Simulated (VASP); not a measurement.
Crystal: Ti3Al.

```xyz
4
Lattice="0.0000 3.2318 3.2318 3.2318 0.0000 3.2318 3.2318 3.2318 0.0000" Properties=species:S:1:pos:R:3 pbc="T T T"
Ti    4.8477    4.8477    4.8477
Ti    1.6159    1.6159    1.6159
Ti    0.0000    0.0000    0.0000
Al    3.2318    3.2318    3.2318
```

The cell comes from a database or a generator and needn't be the stable form of this composition.

- Program: VASP 6.6.1
- Task: relaxation of cell and atoms
- Functional: PBEsol
- Potentials or basis: VASP PAW PBE potentials, release 64 (Ti_sv, Al)
- Cutoff: 600 eV
- k mesh: 4 × 4 × 4
- Occupations: gaussian, width 0.1 eV
- Spin: no spin polarisation

At the start: pressure -4.7 GPa; volume 16.88 Å³/atom.

Question: How do energy, volume and symmetry change on relaxing?

Answer: Over 3 steps the energy falls by 10.8 meV/atom and the volume is 16.17 Å³/atom (-4.2 %); space group Fm-3m (No. 225, to 0.05 Å).

The path:
| step | energy change (eV) | largest force (eV/Å) | pressure (GPa) | volume (Å³) |
| --- | --- | --- | --- | --- |
| 1 | 0.0000 | 0.0000 | -4.72 | 67.51 |
| 2 | -0.0218 | 0.0000 | 3.76 | 62.77 |
| 3 | -0.0434 | 0.0000 | -0.02 | 64.67 |

Final structure:
```
Ti Al
1.0
     0.00000    3.18580    3.18580
     3.18580    0.00000    3.18580
     3.18580    3.18580    0.00000
Ti Al
3 1
Direct
  0.75000 0.75000 0.75000
  0.25000 0.25000 0.25000
  0.00000 0.00000 0.00000
  0.50000 0.50000 0.50000
```

Caveat: the k mesh is coarse (spacing up to 0.42 Å⁻¹), so the values aren't converged; the PAW data sets were made with another functional, which shifts forces and pressure a little.
